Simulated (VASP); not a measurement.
Runs of VASP 6.6.1 on CoO. Symmetry: P-6m2, No. 187, hexagonal system. Conventional cell: a = 2.828 Å, b = 2.828 Å, c = 2.722 Å, α = 90.00°, β = 90.00°, γ = 120.00°. Around Co (site symmetry -6m2) lie 6 O at 2.13 Å. O (site symmetry -6m2) has 6 Co at 2.13 Å as nearest neighbours. The cell was built by a generator and needn't be a form met in nature.

| level | gap on the mesh (eV) | pressure (GPa) | moment (μB) | relaxed volume (Å³/atom) |
| --- | --- | --- | --- | --- |
| PBE+TS | none | 0.1 | 3.00 | 9.17 |
| PBE+dDsC | none | 0.0 | 3.00 | 9.13 |
| PBE+rVV10 | none | -0.1 | 3.00 | (a) |
| PBE+TS-HI | none | 0.1 | 3.00 | 9.18 |
| PBE+MBD | none | 0.0 | 3.00 | (b) |
| PBE+MBD-FI | none | 0.0 | 3.00 | 9.06 |

Alike in all rows: task relaxation of cell and atoms; potentials or basis VASP PAW PBE potentials, release 64 (Co, O); spin collinear, ferromagnetic start; cell relaxed; k mesh 8 × 8 × 7; cutoff (eV) 600; smearing fermi-dirac 0.05 eV.

**Question.** Fill in the values left out.

**Answer.** (a) 9.30; (b) 9.07.

Caveats: a cell with one magnetic atom can't hold antiferromagnetic order, which such compounds often take; semilocal functionals often make such compounds metallic where correlation or magnetic order opens a gap, which also shifts bond lengths; pairwise dispersion overbinds metals, which lowers pressure and volume; atom-pairwise D2, TS and ULG terms overbind metals (some runs).

A gap of «none» marks a metal or a gap under the smearing width.
